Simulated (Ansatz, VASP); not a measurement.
# Two plane-wave programs on Hf

```xyz
1
Lattice="0.0000 2.1900 2.1900 2.1900 0.0000 2.1900 2.1900 2.1900 0.0000" Properties=species:S:1:pos:R:3 pbc="T T T"
Hf    0.0000    0.0000    0.0000
```

Change from the starting cell: volume scaled by 0.96.

Alike in both runs: task single point; functional PBE; k mesh 10 × 10 × 10; occupations fermi-dirac, width 0.05 eV; no spin polarisation.

|  | VASP | Ansatz |
| --- | --- | --- |
| version | VASP 6.6.1 | Ansatz 0.2.0 |
| potentials or method | VASP PAW PBE potentials, release 64 (Hf_pv) | Ansatz PAW |
| plane-wave cutoff (eV) | 520 | 420 |
| valence electrons in the cell | 10 | 26 |

```csv
,VASP,Ansatz,Ansatz less VASP
gap on the k mesh at the Fermi level (eV),none,none,-
pressure (GPa),7.6,8.1,+0.44
```

A gap of «none» marks a metal or a gap that the smearing closes. The two sets of potentials don't hold the same shells in valence.

Spin-orbit coupling is left out, which matters for the levels of Hf.
